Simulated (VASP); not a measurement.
Si, 1 atom in the cell. It takes space group P6/mmm (No. 191, hexagonal). The conventional cell has a = 2.621 Å, b = 2.621 Å, c = 2.466 Å, α = 90.00°, β = 90.00°, γ = 120.00°. Around Si (site symmetry 6/mmm) lie 8 Si at 2.47 to 2.62 Å. This isn't the form of Si at room conditions, which is diamond.

```yaml
Program: VASP 6.6.1
Task: relaxation of cell and atoms
Functional: optB86b-vdW
Potentials_or_basis: VASP PAW PBE potentials, release 64 (Si)
Cutoff: 600 eV
k_mesh: 12 × 12 × 11
Occupations: fermi-dirac, width 0.05 eV
Spin: no spin polarisation
Further_INCAR_settings: ALGO = Normal; EDIFF = 1e-07; IBRION = 2; EDIFFG = -0.01; NSW = 40; ISIF = 3
```

Potentials or basis: VASP PAW PBE potentials, release 64 (Si).

Command:

```sh
$ cat potpaw_PBE.64/Si/POTCAR > POTCAR
$ mpirun -np 1 vasp_std > vasp.out
```

Hardware: 1 thread of Intel(R) Xeon(R) Platinum 8488C (Sapphire Rapids) (shared host).

Question: Estimate the wall time of this run.

Answer: It took 95 s on 1 thread of Intel(R) Xeon(R) Platinum 8488C (Sapphire Rapids), on a shared host, peak memory 0.25 GiB. Counts: scf iterations 43, k points 114, ion steps 7.
